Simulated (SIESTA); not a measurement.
Input of a SIESTA 5.4.2 run:

Contents of CdTe.fdf:

```
SystemName                      CdTe
SystemLabel                     CdTe
NumberOfSpecies                 2
NumberOfAtoms                   2
%block ChemicalSpeciesLabel
  1  52 Te
  2  48 Cd
%endblock ChemicalSpeciesLabel

LatticeConstant                 1.0 Ang
%block LatticeVectors
     0.0000000000     3.2050000000     3.2050000000
     3.2050000000     0.0000000000     3.2050000000
     3.2050000000     3.2050000000     0.0000000000
%endblock LatticeVectors
AtomicCoordinatesFormat         Fractional
%block AtomicCoordinatesAndAtomicSpecies
     0.7500000000     0.7500000000     0.7500000000  1  Te
     0.0000000000     0.0000000000     0.0000000000  2  Cd
%endblock AtomicCoordinatesAndAtomicSpecies

%block kgrid.MonkhorstPack
    7   0   0  0.0
    0   7   0  0.0
    0   0   7  0.0
%endblock kgrid.MonkhorstPack
XC.Functional                   GGA
XC.Authors                      BLYP
PAO.BasisSize                   DZP
PAO.EnergyShift                 0.003 Ry
Mesh.Cutoff                     800 Ry
OccupationFunction              FD
ElectronicTemperature           0.05 eV
MaxSCFIterations                120
SCF.MustConverge                false
SCF.Mixer.Method                Pulay
SCF.Mixer.Weight                0.25
SCF.Mixer.History               8
SCF.DM.Tolerance                5.0e-05
SCF.H.Tolerance                 1.0e-03 eV
WriteForces                     true
Charge.Mulliken                 end
BandLinesScale                  ReciprocalLatticeVectors
%block BandLines
    1    0.000000   0.000000   0.000000  \Gamma
   12    0.500000   0.000000   0.500000  X
    6    0.500000   0.250000   0.750000  W
    4    0.375000   0.375000   0.750000  K
   13    0.000000   0.000000   0.000000  \Gamma
   11    0.500000   0.500000   0.500000  L
    8    0.625000   0.250000   0.625000  U
    4    0.500000   0.250000   0.750000  W
    9    0.500000   0.500000   0.500000  L
    8    0.375000   0.375000   0.750000  K
    1    0.625000   0.250000   0.625000  U
    4    0.500000   0.000000   0.500000  X
%endblock BandLines
%block PAO.Basis
  Te 4
  n=5 0 2
    5.635 0.000
  n=5 1 2
    7.282 0.000
  n=4 2 2
    3.267 0.000
  n=5 2 1
    7.282
  Cd 5
  n=4 0 2
    2.625 0.000
  n=5 0 2
    7.489 0.000
  n=4 1 2
    2.973 0.000
  n=5 1 1
    7.489
  n=4 2 2
    4.612 0.000
%endblock PAO.Basis
```

Potentials or basis: PseudoDojo 0.4 standard (PBE files), DZP (energy shift 0.003 Ry; two zetas on semicore shells).

Run with:

```bash
$ siesta < CdTe.fdf > CdTe.out 2>&1
```

**Question.** What does it give for the pressure?

**Answer.** 6.6 GPa.

**Question.** What does it give for the band gap on the k mesh?

**Answer.** 1.10 eV, direct.

**Question.** Predict the band gap along the path.

**Answer.** 1.10 eV, direct.

Levels at the corners of the path, in eV from the valence-band top:
| point | band 14 | band 15 | band 16 | band 17 | band 18 | band 19 | band 20 | band 21 | band 22 | band 23 |
| --- | --- | --- | --- | --- | --- | --- | --- | --- | --- | --- |
| Γ | -8.27 | -8.27 | 0.00 | 0.00 | 0.00 | 1.10 | 4.89 | 4.89 | 4.89 | 9.88 |
| X | -8.22 | -7.73 | -4.49 | -1.94 | -1.94 | 2.80 | 2.87 | 9.44 | 9.91 | 9.91 |
| W | -8.27 | -7.64 | -4.37 | -2.40 | -2.27 | 4.40 | 4.92 | 6.17 | 6.69 | 10.37 |
| K | -8.25 | -7.68 | -4.40 | -2.63 | -1.61 | 3.12 | 4.74 | 7.85 | 7.90 | 8.71 |
| Γ | -8.27 | -8.27 | 0.00 | 0.00 | 0.00 | 1.10 | 4.89 | 4.89 | 4.89 | 9.88 |
| L | -8.26 | -7.88 | -4.61 | -0.81 | -0.81 | 2.02 | 5.47 | 5.47 | 8.10 | 10.78 |
| U | -8.25 | -7.68 | -4.40 | -2.63 | -1.61 | 3.12 | 4.74 | 7.85 | 7.90 | 8.71 |
| W | -8.27 | -7.64 | -4.37 | -2.40 | -2.27 | 4.40 | 4.92 | 6.17 | 6.69 | 10.37 |
| L | -8.26 | -7.88 | -4.61 | -0.81 | -0.81 | 2.02 | 5.47 | 5.47 | 8.10 | 10.78 |
| K | -8.25 | -7.68 | -4.40 | -2.63 | -1.61 | 3.12 | 4.74 | 7.85 | 7.90 | 8.71 |
| U | -8.25 | -7.68 | -4.40 | -2.63 | -1.61 | 3.12 | 4.74 | 7.85 | 7.90 | 8.71 |
| X | -8.22 | -7.73 | -4.49 | -1.94 | -1.94 | 2.80 | 2.87 | 9.44 | 9.91 | 9.91 |

Caveat: the potentials were made for another functional, which shifts forces and pressure; spin-orbit coupling is left out, which moves the levels of the heavy elements; the basis of atomic orbitals isn't converged, which shifts pressures, moduli and gaps.

**Experimental background.**

A printed reference work, data compilation reports, for a bulk crystal of CdTe at 0 K: band gap 1.607 eV.

Measured gap of CdTe: 1.607 eV (0 K; a printed reference work, data compilation). This calculation gives 1.10 eV (-0.51 eV). Spin-orbit coupling on Cd, Te is left out. The value is that of BLYP in an atomic basis (PseudoDojo 0.4 standard (PBE files), DZP (energy shift 0.003 Ry; two zetas on semicore shells)), whose error adds to the functional's,, without temperature or zero-point motion. Semilocal functionals fall short of measured gaps as a rule.
